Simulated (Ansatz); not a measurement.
**Mn: the crystal squeezed far**

Aim: compress Mn (hcp type) step by step, far beyond the usual range, and follow pressure and electronic structure. The runs shown use LAPW, crystal datasets and norm-conserving. Companion runs by PAW are cited. Its runs: the reference run (LAPW); volume scaled by 1 (crystal datasets and norm-conserving); volume scaled by 0.88 (LAPW and crystal datasets); volume scaled by 0.78 (LAPW); volume scaled by 0.68 (LAPW); volume scaled by 0.58 (LAPW); volume scaled by 0.5 (LAPW); volume scaled by 0.43 (LAPW, crystal datasets and norm-conserving).

Program: Ansatz 0.2.0. Level of theory: DFT PBE, with the methods named in each step. These are calculated values, not measurements.

1 further run of the same task is left out (it didn't finish).

## (1) The system as given

The structure is hexagonal, space group P6_3/mmc (No. 194). The conventional cell has a = 2.482 Å, b = 2.482 Å, c = 4.015 Å, α = 90.00°, β = 90.00°, γ = 120.00°. Mn (site symmetry -6m2) is surrounded by 12 Mn at 2.47 to 2.48 Å.

Structure file:

```
Mn
1.0
     2.48161    0.00000    0.00000
    -1.24080    2.14914    0.00000
     0.00000    0.00000    4.01473
Mn
2
Direct
  0.33333 0.66667 0.25000
  0.66667 0.33333 0.75000
```

Whether this phase is the stable one at these pressures isn't tested.

Atoms are numbered in the order of the input: Mn1, Mn2.

## (2) The reference volume, LAPW

input.yaml

```yaml
crystal:
  lattice:
    - [2.4816091129, 0.0, 0.0]
    - [-1.2408045565, 2.149136534, 0.0]
    - [0.0, 0.0, 4.0147266012]
  atoms:
    - { symbol: Mn, position: [0.3333333333, 0.6666666667, 0.25] }
    - { symbol: Mn, position: [0.6666666667, 0.3333333333, 0.75] }
kpoints:
  mp_grid: { grid: [17, 17, 9] }
  band_path:
    path:
      - [0.0, 0.0, 0.0]
      - [0.5, 0.0, 0.0]
      - [0.3333333333, 0.3333333333, 0.0]
      - [0.0, 0.0, 0.0]
      - [0.0, 0.0, 0.5]
      - [0.5, 0.0, 0.5]
      - [0.3333333333, 0.3333333333, 0.5]
      - [0.0, 0.0, 0.5]
      - [0.5, 0.0, 0.5]
    npoints: 14
scf:
  occupations: { method: fermi_dirac, width: 0.05 }
hamiltonian:
  xc: pbe
  pseudopotentials: { kind: all_electron, lapw: { basis_error: 0.001 } }
output:
  forces: true
  stress: true
  eigenvalues: true
  populations: true
  dos: { projected: true, de: 0.2, e_range: [-14, 8] }
```

Started as:

```console
$ ansatz run input.yaml --threads 1 --pin off --max-ram 2048MiB --backend cpu --events-out ev --progress --plain --runs-dir out
```

## (3) Volume scaled by 1, crystal datasets

input.yaml

```yaml
crystal:
  lattice:
    - [2.4816091129, 0.0, 0.0]
    - [-1.2408045565, 2.149136534, 0.0]
    - [0.0, 0.0, 4.0147266012]
  atoms:
    - { symbol: Mn, position: [0.3333333333, 0.6666666667, 0.25] }
    - { symbol: Mn, position: [0.6666666667, 0.3333333333, 0.75] }
kpoints:
  mp_grid: { grid: [17, 17, 9] }
scf:
  occupations: { method: fermi_dirac, width: 0.05 }
hamiltonian:
  xc: pbe
  pseudopotentials: { kind: all_electron, datasets: crystal }
output:
  forces: true
  stress: true
  eigenvalues: true
```

## (4) Volume scaled by 1, norm-conserving

Changes to input.yaml since step 3:

```diff
@@ -14,3 +14,3 @@
   xc: pbe
-  pseudopotentials: { kind: all_electron, datasets: crystal }
+  pseudopotentials: { kind: nc }
 output:
```

## (5) Volume scaled by 0.88, LAPW

input.yaml

```yaml
crystal:
  lattice:
    - [2.3787715681, 0.0, 0.0]
    - [-1.1893857841, 2.0600766078, 0.0]
    - [0.0, 0.0, 3.8450316612]
  atoms:
    - { symbol: Mn, position: [0.3333333333, 0.6666666667, 0.25] }
    - { symbol: Mn, position: [0.6666666667, 0.3333333333, 0.75] }
kpoints:
  mp_grid: { grid: [17, 17, 9] }
scf:
  occupations: { method: fermi_dirac, width: 0.05 }
hamiltonian:
  xc: pbe
  pseudopotentials: { kind: all_electron, lapw: { basis_error: 0.001 } }
output:
  forces: true
  stress: true
  eigenvalues: true
  populations: true
```

## (6) Volume scaled by 0.88, crystal datasets

Changes to input.yaml since step 5:

```diff
@@ -14,3 +14,3 @@
   xc: pbe
-  pseudopotentials: { kind: all_electron, lapw: { basis_error: 0.001 } }
+  pseudopotentials: { kind: all_electron, datasets: crystal }
 output:
@@ -19,2 +19 @@
   eigenvalues: true
-  populations: true
```

## (7) Volume scaled by 0.78, LAPW

input.yaml

```yaml
crystal:
  lattice:
    - [2.2857638534, 0.0, 0.0]
    - [-1.1428819267, 1.9795295641, 0.0]
    - [0.0, 0.0, 3.6910897701]
  atoms:
    - { symbol: Mn, position: [0.3333333333, 0.6666666667, 0.25] }
    - { symbol: Mn, position: [0.6666666667, 0.3333333333, 0.75] }
kpoints:
  mp_grid: { grid: [17, 17, 9] }
scf:
  occupations: { method: fermi_dirac, width: 0.05 }
hamiltonian:
  xc: pbe
  pseudopotentials: { kind: all_electron, lapw: { basis_error: 0.001 } }
output:
  forces: true
  stress: true
  eigenvalues: true
  populations: true
```

## (8) Volume scaled by 0.68, LAPW

Changes to input.yaml since step 7:

```diff
@@ -2,5 +2,5 @@
   lattice:
-    - [2.2857638534, 0.0, 0.0]
-    - [-1.1428819267, 1.9795295641, 0.0]
-    - [0.0, 0.0, 3.6910897701]
+    - [2.184460673, 0.0, 0.0]
+    - [-1.0922303365, 1.8917984364, 0.0]
+    - [0.0, 0.0, 3.5232477067]
   atoms:
```

## (9) Volume scaled by 0.58, LAPW

Changes to input.yaml since step 8:

```diff
@@ -2,5 +2,5 @@
   lattice:
-    - [2.184460673, 0.0, 0.0]
-    - [-1.0922303365, 1.8917984364, 0.0]
-    - [0.0, 0.0, 3.5232477067]
+    - [2.0737299657, 0.0, 0.0]
+    - [-1.0368649829, 1.7959028309, 0.0]
+    - [0.0, 0.0, 3.3346197116]
   atoms:
```

## (10) Volume scaled by 0.5, LAPW

Changes to input.yaml since step 9:

```diff
@@ -2,5 +2,5 @@
   lattice:
-    - [2.0737299657, 0.0, 0.0]
-    - [-1.0368649829, 1.7959028309, 0.0]
-    - [0.0, 0.0, 3.3346197116]
+    - [1.97536018, 0.0, 0.0]
+    - [-0.98768009, 1.7107120975, 0.0]
+    - [0.0, 0.0, 3.1681091864]
   atoms:
```

## (11) Volume scaled by 0.43, LAPW

Changes to input.yaml since step 10:

```diff
@@ -2,5 +2,5 @@
   lattice:
-    - [1.97536018, 0.0, 0.0]
-    - [-0.98768009, 1.7107120975, 0.0]
-    - [0.0, 0.0, 3.1681091864]
+    - [1.8793690142, 0.0, 0.0]
+    - [-0.9396845071, 1.6275813093, 0.0]
+    - [0.0, 0.0, 3.0100038934]
   atoms:
@@ -10,2 +10,14 @@
   mp_grid: { grid: [17, 17, 9] }
+  band_path:
+    path:
+      - [0.0, 0.0, 0.0]
+      - [0.5, 0.0, 0.0]
+      - [0.3333333333, 0.3333333333, 0.0]
+      - [0.0, 0.0, 0.0]
+      - [0.0, 0.0, 0.5]
+      - [0.5, 0.0, 0.5]
+      - [0.3333333333, 0.3333333333, 0.5]
+      - [0.0, 0.0, 0.5]
+      - [0.5, 0.0, 0.5]
+    npoints: 8
 scf:
@@ -20 +32,2 @@
   populations: true
+  dos: { projected: true, de: 0.2, e_range: [-14, 8] }
```

## (12) Volume scaled by 0.43, crystal datasets

input.yaml

```yaml
crystal:
  lattice:
    - [1.8793690142, 0.0, 0.0]
    - [-0.9396845071, 1.6275813093, 0.0]
    - [0.0, 0.0, 3.0100038934]
  atoms:
    - { symbol: Mn, position: [0.3333333333, 0.6666666667, 0.25] }
    - { symbol: Mn, position: [0.6666666667, 0.3333333333, 0.75] }
kpoints:
  mp_grid: { grid: [17, 17, 9] }
scf:
  occupations: { method: fermi_dirac, width: 0.05 }
hamiltonian:
  xc: pbe
  pseudopotentials: { kind: all_electron, datasets: crystal }
output:
  forces: true
  stress: true
  eigenvalues: true
```

## (13) Volume scaled by 0.43, norm-conserving

Changes to input.yaml since step 12:

```diff
@@ -14,3 +14,3 @@
   xc: pbe
-  pseudopotentials: { kind: all_electron, datasets: crystal }
+  pseudopotentials: { kind: nc }
 output:
```

(Steps that only read results are left out.)

Before running it: what results should come out? Wanted: LAPW pressure at 0.43 of the volume; PAW pressure at 0.43 of the volume; PAW; crystal datasets pressure at 0.43 of the volume; norm-conserving pressure at 0.43 of the volume; fitted bulk modulus at zero pressure.

The runs gave:

| quantity | value |
| --- | --- |
| LAPW pressure at 0.43 of the volume | 1316.7 GPa |
| PAW pressure at 0.43 of the volume | 1309.6 GPa |
| PAW (core large) pressure at 0.43 of the volume | 1309.6 GPa |
| crystal datasets pressure at 0.43 of the volume | 1316.7 GPa |
| norm-conserving pressure at 0.43 of the volume | 1297.2 GPa |
| fitted bulk modulus at zero pressure (LAPW) | 298 GPa |
| its pressure derivative | 3.94 |

In words: By LAPW the pressure climbs to 1317 GPa at 0.43 of the first volume. A third-order Birch-Murnaghan curve fits the range only roughly (B₀ = 298 GPa, B′ = 3.94, misfit at most 9.46 GPa). A fit over so wide a range leans to the high pressures, so B₀ can be off by several per cent. Where LAPW's pressure is over 3 GPa, PAW's departs from it by at most 0.5 %, at 0.43 of the volume. The ions are at rest, and the electrons smeared by 0.05 eV. Spin polarisation is left out here, though a magnetic state may lie well lower.
